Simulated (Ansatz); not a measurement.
Planning a run of Ansatz 0.2.0 on ZrSe2 (1T monolayer). The input:

```yaml
crystal:
  lattice:
    - [3.8068448652, 0.0, 0.0]
    - [-1.9034224326, 3.3462767269, 0.0]
    - [0.0, 0.0, 29.5]
  atoms:
    - { symbol: Zr, position: [0.0, 0.0, 0.5] }
    - { symbol: Se, position: [0.3323890917, 0.6647781833, 0.5530288396] }
    - { symbol: Se, position: [0.6676109083, 0.3352218167, 0.4469711604] }
  periodic: [true, true, false]
kpoints:
  mp_grid: { grid: [6, 6, 1] }
  band_path:
    path: [[0.0, 0.0, 0.0], [0.5, 0.0, 0.0], [0.3333333333, 0.3333333333, 0.0]]
    npoints: 1
hamiltonian:
  xc: hse06
  pseudopotentials: { kind: paw, azcp: { folder: soft_1 } }
scf:
  occupations: { method: fixed }
  n_extra_bands: 5
output:
  eigenvalues: true
```

```sh
ansatz run input.yaml --threads 4 --pin off --max-ram 17510MiB --backend cpu --events-out ev --progress --plain --runs-dir out
```

How long will it take on 4 threads of Arm Neoverse V2, shared host, and how much memory?

It took 1.9 min; on shared hardware allow 58 s to 3.9 min. Peak host memory was 8.1 GiB. The sizes that set the cost: 7367 plane waves a state, 13 irreducible k points and 18 SCF cycles.

Exact exchange couples every pair of k points and filled bands, so it costs far more than a semilocal run.

[Paths, hosts, dates, memory and timing lines, banners, echoed tables and standing remarks are left out of the program output.]

[Logs are printed without paths, hosts, clocks, repeated set-up lines and the standing remarks that a program may print on its own settings, such as how far it seeks lower states.]

[Runs of the session that timed out or met a known fault of the program may be left out.]

[Cells called generated may have been cut or substituted from an entry of the Crystallography Open Database or the Materials Project.]

[Hosts, paths, dates, database ids (printed as entryN), source tags and the programs' standing remarks are cut or masked in the printed files.]
